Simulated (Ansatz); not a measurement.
# Ge: levels along high-symmetry lines

```yaml
crystal:
  lattice:
    - [0.00000, 2.83743, 2.83743]
    - [2.83743, 0.00000, 2.83743]
    - [2.83743, 2.83743, 0.00000]
  atoms:
    - { symbol: Ge, position: [0.00000, 0.00000, 0.00000] }
    - { symbol: Ge, position: [0.25000, 0.25000, 0.25000] }
```

Atom numbers follow the list: Ge1, Ge2.

Structure from Materials Project entry mp-32 (possibly hypothetical), not relaxed further.

These are results of DFT, PBE, all-electron LAPW, Dirac equation with spin-orbit coupling (Ansatz 0.2.0), not measurements.

Numerical set-up: a Γ-centred 11×11×11 k mesh, Fermi–Dirac smearing of 0.05 eV, basis error target 1 meV/atom, no spin polarisation.

Points in fractions of the reciprocal vectors of this cell: Γ (0, 0, 0), X (0.5, 0, 0.5), U (0.625, 0.25, 0.625), K (0.375, 0.375, 0.75), L (0.5, 0.5, 0.5), W (0.5, 0.25, 0.75). The path joins them by straight lines in the order Γ–X–U–K–Γ–L–W–X; legs that retrace an earlier one aren't tabulated. Energies are in eV from the Fermi level.

Q: Metal or insulator at this level of theory?

A: No gap opens: metallic or semimetallic.

Q: Tabulate bands 42 to 47, counted from the lowest band of the run, along the path.

A: 
```tsv
k (1/Å)	point	band 42	band 43	band 44	band 45	band 46	band 47
0.00	Γ	-0.11	0.03	0.03	0.03	0.03	2.34
0.22		-0.74	-0.62	-0.62	1.74	1.74	2.03
0.44		-1.68	-1.62	-1.62	1.28	1.28	2.81
0.66		-2.46	-2.42	-2.42	0.72	0.72	2.23
0.89		-2.95	-2.93	-2.93	0.51	0.51	1.30
1.11	X	-3.11	-3.11	-3.11	0.70	0.70	0.70
1.19		-3.22	-3.09	-3.09	0.72	0.72	0.90
1.26		-3.51	-3.03	-3.03	0.77	0.77	1.42
1.34		-3.84	-2.94	-2.94	0.85	0.85	2.17
1.42		-4.14	-2.82	-2.82	0.96	0.96	3.04
1.50	U	-4.35	-2.67	-2.67	1.10	1.10	4.00
1.63		-4.35	-2.82	-2.82	1.62	1.62	4.54
1.77		-4.25	-3.13	-3.13	2.74	2.74	4.28
1.91		-4.25	-3.13	-3.13	2.74	2.74	4.28
2.04		-4.35	-2.82	-2.82	1.62	1.62	4.54
2.18	K	-4.35	-2.67	-2.67	1.10	1.10	4.00
2.41		-4.35	-2.05	-2.05	1.61	1.61	5.63
2.65		-3.55	-1.30	-1.30	1.94	1.94	4.29
2.88		-2.27	-0.62	-0.62	1.76	1.76	3.29
3.12		-0.85	-0.19	-0.19	1.26	1.26	2.66
3.35	Γ	-0.11	0.03	0.03	0.03	0.03	2.34
3.54		-0.39	-0.20	-0.20	0.92	0.92	2.71
3.73		-0.82	-0.63	-0.63	0.76	0.76	3.28
3.93		-1.21	-1.03	-1.03	0.42	0.42	3.61
4.12		-1.46	-1.28	-1.28	0.18	0.18	3.65
4.31	L	-1.55	-1.36	-1.36	0.09	0.09	3.63
4.47		-2.27	-1.60	-1.60	0.89	0.89	3.50
4.62		-3.34	-2.05	-2.05	1.89	1.89	3.33
4.78		-4.05	-2.68	-2.68	2.68	2.68	3.44
4.94		-4.22	-3.36	-3.36	3.44	3.44	3.87
5.09	W	-3.96	-3.89	-3.89	4.15	4.15	4.29
5.20		-3.90	-3.82	-3.82	3.26	3.26	3.34
5.31		-3.72	-3.65	-3.65	2.29	2.29	2.34
5.42		-3.46	-3.41	-3.41	1.47	1.47	1.51
5.54		-3.22	-3.19	-3.19	0.90	0.90	0.93
5.65	X	-3.11	-3.11	-3.11	0.70	0.70	0.70
```
